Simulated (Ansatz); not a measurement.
Al in Ansatz: convergence with scf exx energy threshold

The system is Al.

```
Al
1.0
     2.82708    0.00000    0.00000
    -1.41354    2.44832    0.00000
     0.00000    0.00000    9.18599
Al
4
Direct
  0.66667 0.33333 0.75000
  0.00000 0.00000 0.50000
  0.33333 0.66667 0.25000
  0.00000 0.00000 0.00000
```

This isn't the form of Al at room conditions, which is fcc.

* Program: Ansatz 0.2.0
* Task: convergence study
* Functional: PBE0
* Potentials or basis: Ansatz PAW earlier set
* Cutoff: 1050 eV
* Density cutoff: 4200 eV
* k mesh: 6 × 6 × 2
* Occupations: cold, width 0.1 eV
* Spin: no spin polarisation

These are the settings of the first run; the series varies scf exx energy threshold, with any setting tied to it.

Hardware: 2 threads of Arm Neoverse V1 (shared host).

| scf exx energy threshold | energy less the tightest run, at zero smearing (meV/atom) | SCF cycles | CPU time (s) | peak memory (GiB) |
| --- | --- | --- | --- | --- |
| 0.01 | 0.00 | 24 | 140 | 3.7 |
| 0.001 | 0.00 | 24 | 140 | 3.7 |
| 0.0001 | 0.00 | 24 | 150 | 3.7 |
| 1e-05 | 0.00 | 22 | 140 | 3.7 |
| 1e-06 | 0.00 | 23 | 140 | 3.7 |
| 1e-07 | 0.00 | 25 | 140 | 3.7 |

Against the tightest run, the energy stays within 1 meV/atom from 0.01 on. The tightest run that finished is the yardstick and may itself not be fully converged.

Caveat, for the tightest run too: the k mesh is coarse (spacing up to 0.43 Å⁻¹), so the values aren't converged, least of all with exact exchange.
